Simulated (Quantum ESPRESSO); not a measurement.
# Te in Quantum ESPRESSO: the effect of functional

The system is Te.

```
Te
1.0
     4.45400    0.00000    0.00000
    -2.22700    3.85728    0.00000
     0.00000    0.00000    5.92400
Te
3
Direct
  0.73100 0.73100 0.00000
  0.00000 0.26900 0.66667
  0.26900 0.00000 0.33333
```

Alike in all runs:

- Program: Quantum ESPRESSO 7.5
- Task: dielectric tensor
- Cutoff: 612 eV
- Density cutoff: 4898 eV
- k mesh: 6 × 6 × 4, shifted
- Occupations: fermi-dirac, width 0.05 eV
- Spin: no spin polarisation

```csv
functional,potentials or basis,pressure (GPa),largest force (eV/Å),dielectric constant (mean)
LDA,GBRV 1.5 LDA,-1.9,0.19,42.14
PBEsol,GBRV 1.5 PBEsol,-1.0,0.22,41.67
WC,GBRV 1.5 PBE,?,?,?
BLYP,GBRV 1.5 PBE,5.3,0.35,39.42
AM05,GBRV 1.5 PBE,-0.5,0.18,41.09
```

Question: What does the run with functional WC give?

Answer: Pressure -0.7 GPa; largest force 0.27 eV/Å; dielectric constant 41.78 mean.

Caveats: the potentials were made for another functional, which shifts forces and pressure (some runs); the cell is more than 3 GPa from zero pressure, which shifts response properties (some runs).

Runs at the PBE level aren't shown here.
